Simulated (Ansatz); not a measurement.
A surface is cut from this relaxed crystal of TaSi2:

```
CELL_PARAMETERS angstrom
4.80564 0.00000 0.00000
-2.40282 4.16181 0.00000
0.00000 0.00000 6.59717
ATOMIC_POSITIONS crystal
Ta 0.50000 0.00000 0.00000
Ta 0.50000 0.50000 0.66667
Ta 0.00000 0.50000 0.33333
Si 0.15891 0.31783 0.00000
Si 0.84109 0.15891 0.66667
Si 0.68217 0.84109 0.33333
Si 0.84109 0.68217 0.00000
Si 0.15891 0.84109 0.66667
Si 0.31783 0.15891 0.33333
```

Miller indices refer to the conventional cell of P6_422 (No. 181), a = 4.806 Å, b = 4.806 Å, c = 6.597 Å, α = 90.00°, β = 90.00°, γ = 120.00°.

Consider the (100) slab of 18 planes, 11.8 Å thick with 15 Å of vacuum as cut; outer planes Si (top) and Ta (bottom), all atoms relaxed.

The calculation used DFT PBE, scalar-relativistic, plane waves, PAW in Ansatz 0.2.0. Plane waves to 420 eV, a k mesh through Γ of 7×6×1 on the computed 27-atom cell and Gaussian smearing (0.10 eV); no spin polarisation. The cell repeats along c with a dipole correction in the vacuum.

**Question.** Give the surface energy (mean of both faces).

**Answer.** 2.27 J/m².

**Question.** Give the work function.

**Answer.** 4.40 eV (top), 3.81 eV (bottom).

**Question.** Predict the dipole of the slab along +c, per cell.

**Answer.** -0.10 e·Å.

**Question.** The top two planes lie 0.661 Å apart in the bulk. How does relaxation change this?

**Answer.** The spacing becomes 0.526 Å (-20.4 %).

Spin-orbit coupling is left out, which matters for the bands of heavy elements.